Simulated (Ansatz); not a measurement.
## The polar optical mode of BN at 2 GPa, worked through

Level of theory: DFT PBE, scalar-relativistic, plane waves, PAW in Ansatz. Cutoff 420 eV, 12×12×12 k-points (Γ-centred), fixed occupations. No spin polarisation. Phonons by linear response, acoustic sum rule imposed.

The cell, relaxed at 2 GPa:
```
B N
1.0
     0.00000    1.80913    1.80913
     1.80913    0.00000    1.80913
     1.80913    1.80913    0.00000
B N
1 1
Direct
  0.00000 0.00000 0.00000
  0.75000 0.75000 0.75000
```

Linear response gives ν_TO = 1033.3 cm⁻¹, Born charges ±1.912 e (positive on B) and ε∞ = 4.609. The primitive cell holds 11.842 Å³, and the masses are 10.810 and 14.007 amu.

Problem. Find ν_LO and the static dielectric constant.

Solution. The long-wave field adds a restoring force: ω_LO² − ω_TO² = Z*²e²/(ε_vac ε∞ μV). In these units ν_LO² − ν_TO² = 4.92064×10⁷ Z*²/(μ V ε∞) cm⁻², with μ = m₁m₂/(m₁ + m₂) = 6.101 amu: 540084 cm⁻². So ν_LO = √(1033.3² + 540084) = 1268.0 cm⁻¹, and the run gives 1268.0. Lyddane–Sachs–Teller then gives ε0 = ε∞ (ν_LO/ν_TO)² = 6.94, against 6.94 in the run (it forms both from the same three quantities, so the match checks the arithmetic only). Between ν_TO and ν_LO the dielectric function is negative and an undamped crystal reflects fully: a reststrahlen band from 7.9 to 9.7 μm.

Problem. What do the Clausius–Mossotti polarisability and the Szigeti charge come to?

Solution. With the Lorentz local field, α = (3V/4π)(ε∞ − 1)/(ε∞ + 2) = 1.54 Å³ for the pair, and e_S = 3Z*/(ε∞ + 2) = 0.87 e. The Born charge includes the electrons' response to the dipole's own local field, and e_S takes that enhancement out. The Lorentz field assumes point-like polarisable ions, a poor picture once ε∞ is this large, since the electron clouds then overlap or are shared, so both numbers are formal here.

Problem. How strongly does a slow electron couple to the LO mode?

Solution. For one isotropic parabolic band, Fröhlich's constant is α_F = (1/ε∞ − 1/ε0) √(m* Ry/ħω_LO), with Ry = 13.606 eV, ħω_LO = 157.2 meV and m* in free-electron masses: α_F = 0.0729 × 9.30 × √m* = 0.68 √m*. The band mass isn't part of this run; for m* = 0.1, 0.3 and 1 it gives 0.21, 0.37, 0.68. In weak coupling the polaron lies α_F ħω_LO below the band edge (58 meV at m* = 0.3) with a mass m*(1 + α_F/6); past α_F of about 5 or 6 that expansion fails. A semilocal functional's ε∞ tends to be too large, which taken alone lowers α_F.

Cost: 1 run of about 0.43 core-minutes, on Intel Xeon Processor @ 2.50GHz (Skylake/Cascade Lake) (shared hosts).

The high optical frequencies of zinc-blende BN reflect stiff, short sp³ bonds between two light atoms. The bonds are also polar: nitrogen's greater electronegativity draws the valence electrons towards it, and their redistribution as the sublattices move apart gives the Born charge of 1.912 e. That charge measures a dynamical response, so it doesn't show that the crystal is built of ions with nearly two electrons transferred. Acting in a small cell with a low reduced mass and only moderate electronic screening, it opens the wide gap between 1033.3 and 1268.0 cm⁻¹. Even so, the lattice adds less to the static dielectric constant than the electrons do, because the stiff bonds limit ionic displacement in a static field.

Both frequencies lie somewhat below those measured for cubic BN at ambient pressure, although compression should raise them. The likely cause is PBE's tendency to make bonds too soft. A single pressure can't show whether compression widens or narrows the LO–TO splitting, since bond stiffness, Born charge, volume and screening all change together.
